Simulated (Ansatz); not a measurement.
# InSe (C2/m) in Ansatz: a series of runs

Runs on InSe. Level: PBEsol. Tasks: relaxation of cell and atoms.

All numbers are computed with Ansatz 0.2.0; they aren't measurements. Logs are shortened: lines on timing, memory, paths and dates and some standing lists are left out, and cuts for length are marked.

## 1. The crystal as given

The structure is monoclinic, space group C2/m (No. 12). Conventional cell: a = 11.653 Å, b = 4.109 Å, c = 5.073 Å, α = 90.00°, β = 109.86°, γ = 90.00°. Around In (site symmetry m) lie 3 Se at 2.68 to 2.69 Å and 1 In at 2.80 Å. Se (site symmetry m) has 3 In at 2.68 to 2.69 Å as nearest neighbours.

The cell comes from a database or a generator and needn't be the stable form of this composition.

## 2. Relaxation of cell and atoms, PBEsol

Contents of input.yaml:

```yaml
crystal:
  lattice:
    - [5.8263928781, -2.054648955, 0.0]
    - [5.8263928781, 2.054648955, 0.0]
    - [-1.723233014, 0.0, 4.7713478577]
  atoms:
    - { symbol: In, position: [0.88820325, 0.88820325, 0.04684136] }
    - { symbol: In, position: [0.11179675, 0.11179675, 0.95315864] }
    - { symbol: Se, position: [0.66092759, 0.66092759, 0.66895562] }
    - { symbol: Se, position: [0.33907241, 0.33907241, 0.33104438] }
hamiltonian:
  xc: pbesol
  pseudopotentials: { kind: paw }
kpoints:
  mp_grid: { grid: [7, 7, 6] }
scf:
  occupations: { method: fermi_dirac, width: 0.05 }
output:
  forces: true
  stress: true
  eigenvalues: true
relax:
  f_tol: 0.01
  max_steps: 40
  cell: { stress_tol: 0.05 }
```

Potentials or basis: Ansatz PAW.

Run with:

```
$ ansatz run input.yaml --threads 2 --pin off --max-ram 5632MiB --backend cpu --events-out ev --progress --plain --runs-dir out
```

Standard output:

```text
Warning: RAYON_NUM_THREADS=2 ignored (pool sized by the plan → 2); use --threads N
Engine: ansatz 0.2.0, aarch64-unknown-linux-gnu
Pseudopotentials: kind: paw
Pseudopotential: In, paw, valence charge 13, recommended cutoff 420 eV (normal), In.paw.azcp
Pseudopotential: Se, paw, valence charge 16, recommended cutoff 420 eV (normal), Se.paw.azcp
Functional definition: PBEsol
  exchange = pbesol_x
  correlation = pbesol_c
Crystal: 4 atoms, lattice volume = 114.237 Å³
Basis set: ecut = 420 eV, 2235 PW (Γ), exchange–correlation on 90×90×72 points (8 copies of the dense FFT grid, shifted against one another)
Bands: 35, of which v1, the nominal top of the filled ones, is band 29 counted from 1 (28 counted from 0)
Symmetry: 4 space group operations
Space group: C2/m (ITA 12), of the structure as read, at distance tolerance 4.9e-5 Å
k-points: 88 of 294
Non-local potential: In, projectors of the file, l = 0: 2, l = 1: 2, l = 2: 2, l = 3: 2
Non-local potential: Se, projectors of the file, l = 0: 2, l = 1: 2, l = 2: 3, l = 3: 1
PAW form: soft (Blöchl's): semilocal exchange-correlation on the pseudo side does not see the compensation charge
PAW frozen core: In, regenerated for the run's functional, and the local potential with it (the file was generated under x = pbe(κ = 0.804, μ = 0.2195149727645171), c = pbe(β = 0.06672455060314922))
PAW frozen core: Se, regenerated for the run's functional, and the local potential with it (the file was generated under x = pbe(κ = 0.804, μ = 0.2195149727645171), c = pbe(β = 0.06672455060314922))
PAW one-centre angular grid: In, 590 points (default); XC on 64 Gauss nodes
PAW one-centre angular grid: Se, 590 points (default); XC on 64 Gauss nodes
Initial density: superposition of atomic densities (neutral atoms: chi_scale 0, normalization atom), corrected by the library's trained network
Initial wavefunctions: pseudopotential atomic-orbital guess
Functional: x = pbesol(κ = 0.804, μ = 0.12345679012345678), c = pbesol(β = 0.046)
SCF iter   1: F=—  HF=-21901.070310 eV  |F-HF|=—  |Δ(HF+E_count)|=         —  Δρ=3.19e-3  dr2=1.74e-2  ethr=1.77e-3  ⟨swp⟩=6.9  Hψ=12709  notcnv=0
preconditioner: auto → Resta (q_TF=auto, 2.437 Å⁻¹)  ε∞=3.4  [insulator: Δε(μ)=1.074 eV  Ē_g=13.780 eV  σ=0.050 eV  W_gap=1.00  n_scr=32 (ndim 8)  ℏωp=21.4 eV  f_vac=0.050  D(μ)=0.00/eV (n_scr^D=0)  ε∞_Penn≈3.4]
SCF iter   2: F=—  HF=-21901.062604 eV  |F-HF|=—  |Δ(HF+E_count)|=   7.71e-3  Δρ=1.53e-3  dr2=2.63e-3  ethr=3.00e-5  ⟨swp⟩=2.8  Hψ=6214  notcnv=0  defer=92
SCF iter   3: F=—  HF=-21901.062143 eV  |F-HF|=—  |Δ(HF+E_count)|=   4.61e-4  Δρ=4.10e-4  dr2=2.45e-4  ethr=4.53e-6  ⟨swp⟩=2.0  Hψ=4540  notcnv=0  defer=92
SCF iter   4: F=—  HF=-21901.062175 eV  |F-HF|=—  |Δ(HF+E_count)|=   3.25e-5  Δρ=1.93e-4  dr2=4.96e-5  ethr=4.22e-7  ⟨swp⟩=2.0  Hψ=3529  notcnv=0  defer=92
SCF iter   5: F=—  HF=-21901.062239 eV  |F-HF|=—  |Δ(HF+E_count)|=   6.39e-5  Δρ=3.64e-5  dr2=2.17e-6  ethr=8.55e-8  ⟨swp⟩=3.0  Hψ=5517  notcnv=0  defer=92
SCF iter   6: F=—  HF=-21901.062240 eV  |F-HF|=—  |Δ(HF+E_count)|=   1.16e-6  Δρ=1.80e-5  dr2=3.28e-7  ethr=3.74e-9  ⟨swp⟩=2.0  Hψ=5517  notcnv=0  defer=92
SCF iter   7: F=-21901.062240 eV  HF=-21901.062240 eV  |F-HF|=2.42e-8  |Δ(HF+E_count)|=   2.52e-7  Δρ=4.67e-6  dr2=2.73e-8  ethr=1.72e-10  ⟨swp⟩=8.8  Hψ=13837  notcnv=0
SCF 1 converged in 7 iterations: F = -21901.062240 eV  dr2 = 2.73e-8
relax step   1: F+E_penalty+E_count = -21901.06224020 eV  Δ(F+E_penalty+E_count) = +0.000e0 eV  max|allowed force component| = 6.473e-2 eV/Å  Δτ_max = 0.0000 Å  P = -1.159 GPa  Ω = 114.237 Å³  (7 SCF iters, dr2 threshold 1.00e-7 eV, accepted)
Crystal: 4 atoms, lattice volume = 104.184 Å³
Basis set: ecut = 420 eV, 2041 PW (Γ), exchange–correlation on 90×90×72 points (8 copies of the dense FFT grid, shifted against one another)
Initial density: handed on by an earlier stage of this run
Initial wavefunctions: those handed on with the density
iter 1 solved again at ethr=2.09e-4 eV; its pass at ethr=3.10e-3 eV (dr2=1.21e-1 eV) is discarded
[... 39 lines left out ...]
iter 1 solved again at ethr=1.38e-5 eV; its pass at ethr=3.10e-3 eV (dr2=8.02e-3 eV) is discarded
SCF iter   1: F=—  HF=-21901.113077 eV  |F-HF|=—  |Δ(HF+E_count)|=         —  Δρ=3.60e-3  dr2=7.97e-3  ethr=1.38e-5  ⟨swp⟩=2.0  Hψ=19150  notcnv=0
preconditioner: auto → Resta (q_TF=auto, 2.475 Å⁻¹)  ε∞=3.6  [insulator: Δε(μ)=0.876 eV  Ē_g=13.951 eV  σ=0.050 eV  W_gap=1.00  n_scr=32 (ndim 8)  ℏωp=22.4 eV  f_vac=0.008  D(μ)=0.00/eV (n_scr^D=0)  ε∞_Penn≈3.6]
SCF iter   2: F=—  HF=-21901.110775 eV  |F-HF|=—  |Δ(HF+E_count)|=   2.30e-3  Δρ=1.68e-3  dr2=1.53e-3  ethr=1.37e-5  ⟨swp⟩=2.8  Hψ=5549  notcnv=0
[... 26 lines left out ...]
SCF iter   5: F=-21901.114446 eV  HF=-21901.114446 eV  |F-HF|=2.19e-8  |Δ(HF+E_count)|=   6.29e-8  Δρ=7.41e-6  dr2=7.72e-8  ethr=5.41e-10  ⟨swp⟩=7.6  Hψ=16795  notcnv=0
SCF 7 converged in 5 iterations: F = -21901.114446 eV  dr2 = 7.72e-8
relax step   7: F+E_penalty+E_count = -21901.11444566 eV  Δ(F+E_penalty+E_count) = -4.578e-4 eV  max|allowed force component| = 3.723e-2 eV/Å  Δτ_max = 0.0226 Å  P = -0.126 GPa  Ω = 103.255 Å³  energy of the carried Pulay correction = +2.124e-3 eV  (5 SCF iters, dr2 threshold 3.14e-7 eV, accepted)
Crystal: 4 atoms, lattice volume = 103.167 Å³
Basis set: ecut = 420 eV, 2029 PW (Γ), exchange–correlation on 90×90×72 points (8 copies of the dense FFT grid, shifted against one another)
iter 1 solved again at ethr=3.41e-7 eV; its pass at ethr=3.10e-3 eV (dr2=1.98e-4 eV) is discarded
SCF iter   1: F=—  HF=-21901.114952 eV  |F-HF|=—  |Δ(HF+E_count)|=         —  Δρ=5.51e-4  dr2=1.84e-4  ethr=3.41e-7  ⟨swp⟩=3.4  Hψ=17307  notcnv=0
preconditioner: auto → Resta (q_TF=auto, 2.479 Å⁻¹)  ε∞=3.6  [insulator: Δε(μ)=0.782 eV  Ē_g=13.941 eV  σ=0.050 eV  W_gap=1.00  n_scr=32 (ndim 8)  ℏωp=22.5 eV  f_vac=0.008  D(μ)=0.00/eV (n_scr^D=0)  ε∞_Penn≈3.6]
SCF iter   2: F=—  HF=-21901.114886 eV  |F-HF|=—  |Δ(HF+E_count)|=   6.63e-5  Δρ=2.33e-4  dr2=3.03e-5  ethr=3.17e-7  ⟨swp⟩=2.0  Hψ=4516  notcnv=0
SCF iter   3: F=—  HF=-21901.114909 eV  |F-HF|=—  |Δ(HF+E_count)|=   2.28e-5  Δρ=3.90e-5  dr2=1.42e-6  ethr=5.23e-8  ⟨swp⟩=2.0  Hψ=5632  notcnv=0
SCF iter   4: F=—  HF=-21901.114909 eV  |F-HF|=—  |Δ(HF+E_count)|=   5.64e-7  Δρ=1.28e-5  dr2=2.13e-7  ethr=2.45e-9  ⟨swp⟩=2.0  Hψ=5632  notcnv=0
SCF iter   5: F=-21901.114909 eV  HF=-21901.114909 eV  |F-HF|=2.61e-9  |Δ(HF+E_count)|=   8.91e-8  Δρ=3.93e-6  dr2=1.58e-8  ethr=1.49e-10  ⟨swp⟩=6.5  Hψ=14993  notcnv=0
SCF 8 converged in 5 iterations: F = -21901.114909 eV  dr2 = 1.58e-8
relax step   8: F+E_penalty+E_count = -21901.11490903 eV  Δ(F+E_penalty+E_count) = -4.634e-4 eV  max|allowed force component| = 6.771e-3 eV/Å  Δτ_max = 0.0071 Å  P = +0.002 GPa  Ω = 103.167 Å³  energy of the carried Pulay correction = +2.143e-3 eV  (5 SCF iters, dr2 threshold 8.66e-8 eV, accepted)
Basis set: ecut = 420 eV, 2029 PW (Γ), exchange–correlation on 90×90×64 points (8 copies of the dense FFT grid, shifted against one another)
Initial wavefunctions: pseudopotential atomic-orbital guess (no wavefunctions were taken with the density)
iter 1 solved again at ethr=2.75e-7 eV; its pass at ethr=3.10e-3 eV (dr2=1.60e-4 eV) is discarded
SCF iter   1: F=—  HF=-21901.113458 eV  |F-HF|=—  |Δ(HF+E_count)|=         —  Δρ=1.52e-4  dr2=2.72e-6  ethr=2.75e-7  ⟨swp⟩=2.9  Hψ=19211  notcnv=0
preconditioner: auto → Resta (q_TF=auto, 2.479 Å⁻¹)  ε∞=3.6  [insulator: Δε(μ)=0.781 eV  Ē_g=13.941 eV  σ=0.050 eV  W_gap=1.00  n_scr=32 (ndim 8)  ℏωp=22.5 eV  f_vac=0.008  D(μ)=0.00/eV (n_scr^D=0)  ε∞_Penn≈3.6]
SCF iter   2: F=—  HF=-21901.113476 eV  |F-HF|=—  |Δ(HF+E_count)|=   1.82e-5  Δρ=7.70e-5  dr2=7.03e-7  ethr=4.70e-9  ⟨swp⟩=2.0  Hψ=5081  notcnv=0
SCF iter   3: F=—  HF=-21901.113483 eV  |F-HF|=—  |Δ(HF+E_count)|=   7.22e-6  Δρ=1.64e-5  dr2=4.95e-8  ethr=1.21e-9  ⟨swp⟩=2.2  Hψ=4335  notcnv=0
SCF iter   4: F=—  HF=-21901.113484 eV  |F-HF|=—  |Δ(HF+E_count)|=   2.72e-7  Δρ=1.33e-6  dr2=1.91e-9  ethr=8.54e-11  ⟨swp⟩=2.0  Hψ=5631  notcnv=0
SCF iter   5: F=—  HF=-21901.113484 eV  |F-HF|=—  |Δ(HF+E_count)|=   1.50e-9  Δρ=5.58e-7  dr2=1.33e-10  ethr=3.30e-12  ⟨swp⟩=2.0  Hψ=5632  notcnv=0
SCF iter   6: F=-21901.113484 eV  HF=-21901.113484 eV  |F-HF|=0.00e0  |Δ(HF+E_count)|=  4.98e-10  Δρ=6.78e-8  dr2=6.45e-12  ethr=1.00e-12  ⟨swp⟩=4.0  Hψ=11087  notcnv=0
SCF 9 converged in 6 iterations: F = -21901.113484 eV  dr2 = 6.45e-12
relax step   9: F+E_penalty+E_count = -21901.11348368 eV  Δ(F+E_penalty+E_count) = +1.425e-3 eV  max|allowed force component| = 6.787e-3 eV/Å  Δτ_max = 0.0000 Å  P = -0.006 GPa  Ω = 103.167 Å³  stress off target by 4.48e-2 GPa  SCF on the basis re-selected at this cell (its energy is not comparable with the rows above)  (6 SCF iters)
basis re-selected at this cell: Δ(F+E_penalty+E_count) = +1.425e-3 eV, ΔP = -0.009 GPa vs the last step (what re-selecting the basis moved, of the pressure what is left beyond the Pulay correction that the steps carried, after the strain that the cell walked since its last selection, with what the two solves' SCF thresholds leave and, on support functions, any second-order correction that the steps lacked; it is no measure of the basis error at this ecutwfc). The dense FFT grid was sized anew with the basis: this SCF ran on 45×45×32 points, the steps before it on 45×45×36, so part of this shift can come from that change (see relax.cell in the input reference). This SCF's stress stands 4.48e-2 GPa from its target on what of the cell is left free (relax.cell.stress_tol is 5.00e-2 GPa) and its largest allowed force component is 6.79e-3 eV/Å (relax.f_tol is 1.00e-2 eV/Å): within both
SCF converged after 6 iterations
Free energy (F): -21901.113484 eV
Harris-Foulkes:  -21901.113484 eV  (|F-HF|=0.00e0)
Internal energy: -21901.113477 eV  (E = F + TS)
E sigma→0 (E₀):  -21901.113480 eV
Entropy (-TS):   -0.000006 eV (-0.002 meV/atom)
Fermi energy:    8.944627 eV
--- Per-component energies (eV) ---
  E_band       = -828.216249
  E_kinetic    = 723.144227
  E_local      = -7250.900934  (includes V_loc(G=0)·N_el)
  E_nonlocal   = -448.267825
  E_hartree    = 3356.695345
  E_xc         = -633.597436
  E_vxc        = -395.898683  (∫ρ·V_xc dr)
  E_paw        = -11903.626288  (= ΣΔE_a)
  E_vpaw       = -169.682596  (= ΣTr[D̂ρ^β])
  E_aug_tail   = -0.001158  (compensation charges beyond the density's cutoff)
  E_ewald      = -5747.048114
  E_core_change = 2.488706  (= ΣΔE_core)
  E_smearing   = -0.000006  (= −TS)
  E_closure    = 0.000000  (closes the sum)
  Σ components = -21901.113484   (vs F -21901.113484, Δ=0.00e0)
--- Forces (eV/Å), atoms counted from 1 ---
  atom   1  In     0.00423074     0.00000000     0.00576746
  atom   2  In    -0.00423074    -0.00000000    -0.00576746
  atom   3  Se    -0.00678657     0.00000000    -0.00243610
  atom   4  Se     0.00678657    -0.00000000     0.00243610
  max |Σ_I F_I| component: 1.30e-18 eV/Å
--- Stress (GPa, compression-positive) ---
       -0.001114      -0.000000       0.041597
       -0.000000      -0.012675       0.000000
        0.041597       0.000000      -0.005193
  P = ⅓ Tr σ = -0.0063 GPa (-0.063 kbar)
--- Band table (eV; the first three rows and the last of 88) ---
  k-point 0: bands = ["-38.7592", "-38.7584", "-38.7571", "-38.7567", "-38.7396", "-38.7393", "-38.7330", "-38.7326", "-38.7261", "-38.7261", "-6.0949", "-5.9891", "-5.7581", "-5.7414", "-5.7049", "-5.6998", "-5.6637", "-5.5937", "-5.5743", "-5.4300", "-5.0709", "-3.0626", "3.8626", "4.2829", "4.7942", "5.8733", "6.1533", "6.6577", "7.0123", "11.1406", "11.8884", "12.3952", "13.4898", "13.7129", "13.9466"]
  k-point 1: bands = ["-38.7592", "-38.7584", "-38.7571", "-38.7567", "-38.7395", "-38.7394", "-38.7330", "-38.7327", "-38.7261", "-38.7261", "-6.0974", "-5.9885", "-5.7605", "-5.7385", "-5.7047", "-5.7045", "-5.6629", "-5.5931", "-5.5711", "-5.4336", "-4.9311", "-3.1891", "3.3647", "4.0155", "4.7451", "6.2428", "6.4335", "7.1076", "7.3971", "10.8000", "10.9407", "12.7593", "12.8453", "13.7643", "14.9443"]
  k-point 2: bands = ["-38.7592", "-38.7584", "-38.7570", "-38.7567", "-38.7395", "-38.7394", "-38.7329", "-38.7327", "-38.7261", "-38.7261", "-6.0994", "-5.9883", "-5.7650", "-5.7317", "-5.7136", "-5.7008", "-5.6620", "-5.5923", "-5.5667", "-5.4400", "-4.5578", "-3.5371", "2.5707", "3.5042", "5.4602", "6.4782", "7.2335", "7.2491", "8.0684", "9.8781", "10.2862", "12.1142", "12.8176", "14.6332", "14.6612"]
  k-point 87: bands = ["-38.7594", "-38.7582", "-38.7573", "-38.7565", "-38.7396", "-38.7393", "-38.7329", "-38.7328", "-38.7262", "-38.7260", "-6.1021", "-5.8982", "-5.8574", "-5.8140", "-5.7696", "-5.6841", "-5.6654", "-5.6163", "-5.5136", "-5.4172", "-4.2874", "-3.4438", "2.2531", "3.1531", "5.3328", "5.8321", "7.0022", "7.3693", "8.2522", "10.3163", "11.6854", "11.7114", "12.7796", "14.1537", "14.6560"]
--- Relaxed structure (8 steps of the walk, 7 accepted, 1 SCFs on fresh bases) ---
  F+E_penalty+E_count = -21901.11348368 eV   max|allowed force component| = 6.787e-3 eV/Å   (the final SCF, on the basis selected at the relaxed cell)
  cell:  # Å, volume = 103.1667 Å³
    - [5.874156457577231, -2.055176624402594, 0.08045902303494439]
    - [5.874156457577231, 2.055176624402594, 0.08045902303494439]
    - [-1.6714702481724426, -2.2295202566840726e-19, 4.249926882835118]
  atoms:
    - { symbol: In, position: [0.8857395501458472, 0.8857395501458472, 0.028733454451829288] }
    - { symbol: In, position: [0.11426044985415319, 0.11426044985415319, 0.9712665455481707] }
    - { symbol: Se, position: [0.6546600254350281, 0.6546600254350281, 0.6375935545589534] }
    - { symbol: Se, position: [0.3453399745649721, 0.3453399745649721, 0.36240644544104683] }
```

Wall time 95 s (2 threads of Arm Neoverse V2, shared host); peak memory 0.6 GiB.

Results:

```yaml
Free_energy: -21901.1135 eV
Relaxed_volume: 25.79 Å³/atom
Relaxed_cell: a = 6.224 Å, b = 6.224 Å, c = 4.567 Å, α = 109.48°, β = 109.48°, γ = 38.56°
Space_group_after_relaxing_to_0.05_Å: C2/m (No. 12)
Energy_gained_by_relaxing: 12.8 meV/atom
Ionic_steps: 8
Pressure_after_relaxing: 0.0 GPa
Largest_force_after_relaxing: 0.007 eV/Å
Band_gap_on_the_k_mesh: 0.78 eV, indirect (least direct gap 1.07 eV)
```

Forces in eV/Å, atoms in the order of the input:
```
In   0.004  0.000  0.006
In  -0.004  0.000 -0.006
Se  -0.007  0.000 -0.002
Se   0.007  0.000  0.002
```

The path:
| step | energy change (eV) | largest force (eV/Å) | volume (Å³) |
| --- | --- | --- | --- |
| 1 | 0.0000 | 0.0657 | 114.24 |
| 2 | -0.0277 | 0.0466 | 109.64 |
| 3 | -0.0394 | 0.0419 | 107.11 |
| 4 | -0.0483 | 0.0383 | 104.03 |
| 5 | -0.0517 | 0.0200 | 103.36 |
| 6 | -0.0522 | 0.0499 | 103.26 |
| 7 | -0.0527 | 0.0071 | 103.17 |
| 8 | -0.0512 | 0.0072 | 103.17 |

Final structure:
```cif
data_structure
_symmetry_space_group_name_H-M 'P 1'
_symmetry_Int_Tables_number 1
_cell_length_a 6.2238
_cell_length_b 6.2238
_cell_length_c 4.5668
_cell_angle_alpha 109.476
_cell_angle_beta 109.476
_cell_angle_gamma 38.563
_cell_volume 103.17
loop_
_atom_site_label
_atom_site_type_symbol
_atom_site_fract_x
_atom_site_fract_y
_atom_site_fract_z
_atom_site_occupancy
In1 In 0.88574 0.88574 0.02873 1
In2 In 0.11426 0.11426 0.97127 1
Se1 Se 0.65466 0.65466 0.63759 1
Se2 Se 0.34534 0.34534 0.36241 1
```

Caveat: odd divisions of the mesh miss points on the zone boundary, where band edges often lie, so the gap on the mesh can be too wide; the plane-wave basis is chosen anew once the cell has moved, so the energies of steps on either side of that aren't comparable; spin-orbit coupling is left out, which moves the levels of the heavy elements; the PAW data sets come from PBE, with cores solved anew for the run's functional, which leaves a small shift of forces and pressure. A k mesh can miss the band edges.

(Continued in part 2 of 3.)
